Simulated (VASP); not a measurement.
Wanted: the native input for a VASP 6.6.1 run.

| Property | Result |
| --- | --- |
| Task | single point |
| Functional | LDA |
| Potentials or basis | VASP PAW LDA potentials, release 64 (Ce, O) |
| Cutoff | 520 eV |
| k mesh | 7 × 7 × 7 |
| Occupations | gaussian, width 0.05 eV |
| Spin | collinear spin, random start |
| Starting moments | [-0.48, 0.0] μB |
| Hubbard terms | Ce f U = 2 eV |
| Further INCAR settings | ALGO = Fast; EDIFF = 1e-06 |

The structure of CeO lies in POSCAR:

```
CeO
1.0
    2.8880971600      0.0000000000      0.0000000000
    0.0000000000      2.8880971600      0.0000000000
    0.0000000000      0.0000000000      2.8880971600
Ce O
1 1
Direct
    0.0000000000      0.0000000000      0.0000000000
    0.5000000000      0.5000000000      0.5000000000
```

The cell comes from a database or a generator and needn't be the stable form of this composition.

These files were run (other wordings do the same):

INCAR

```
PREC = Accurate
ENCUT = 520
EDIFF = 1E-6
ISMEAR = 0
SIGMA = 0.05
LREAL = F
LASPH = T
NELM = 120
ALGO = Fast
ISIF = 2
LWAVE = F
LCHARG = F
ISPIN = 2
MAGMOM = -0.48 0
LORBIT = 11
LMAXMIX = 6
LDAU = T
LDAUTYPE = 2
LDAUL = 3 -1
LDAUU = 2 0
LDAUJ = 0 0
LDAUPRINT = 1
GGA = CA
```

KPOINTS

```
Automatic mesh
0
Gamma
  7 7 7
```

Potentials or basis: VASP PAW LDA potentials, release 64 (Ce, O).

The run is started by

```console
$ cat potpaw_LDA.64/Ce/POTCAR potpaw_LDA.64/O/POTCAR > POTCAR
$ mpirun -np 1 vasp_std > vasp.out
```

Results of the run:

* Pressure: 30.4 GPa
* Band gap on the k mesh: none (metal or under the smearing width)
* Net moment: 0.00 μB per cell
* Valence electrons inside the program's atomic spheres: Ce 10.32; O 5.01

Caveat: the magnetic or orbital state may not be the lowest; a pressure of tens of GPa on the cell as given is suspect, and the run, the potentials or the cell itself is likely at fault; spin-orbit coupling is left out, which moves the levels of the heavy elements.

It took 28 s on 1 thread of AMD EPYC 9R45 96-Core Processor (Zen 5), with other jobs on the host, peak memory 0.12 GiB.
